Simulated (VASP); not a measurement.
Input of a VASP 6.6.1 run:

Contents of INCAR:

```
SYSTEM = C
PREC = Accurate
ENCUT = 600
EDIFF = 1E-6
ISMEAR = -1
SIGMA = 0.05
LREAL = .FALSE.
LASPH = .TRUE.
NELM = 100
ALGO = Normal
ISIF = 3
LWAVE = .FALSE.
LCHARG = .FALSE.
GGA = PE
IVDW = 2
IBRION = 2
NSW = 60
EDIFFG = -0.005
```

Contents of KPOINTS:

```
regular mesh
0
G
  13 13 13
  0 0 0
```

The input POSCAR:

```
C
1.0
    0.0000000000      1.7833700000      1.7833700000
    1.7833700000      0.0000000000      1.7833700000
    1.7833700000      1.7833700000      0.0000000000
C
2
Direct
    0.7500000000      0.7500000000      0.7500000000
    0.5000000000      0.5000000000      0.5000000000
```

Potentials or basis: VASP PAW PBE potentials, release 64 (C).

The run is started by

```bash
$ cat potpaw_PBE.64/C/POTCAR > POTCAR
$ mpirun -np 1 vasp_std > vasp.out
```

(1) Estimate the relaxed volume.

(2) Estimate the dispersion energy per atom.

Answers

(1) 5.60 Å³/atom.

(2) -0.205 eV.

The cell as given is a measured one (5.67 Å³/atom); PBE+TS puts the equilibrium volume -1.3 % from it, thermal expansion not counted.
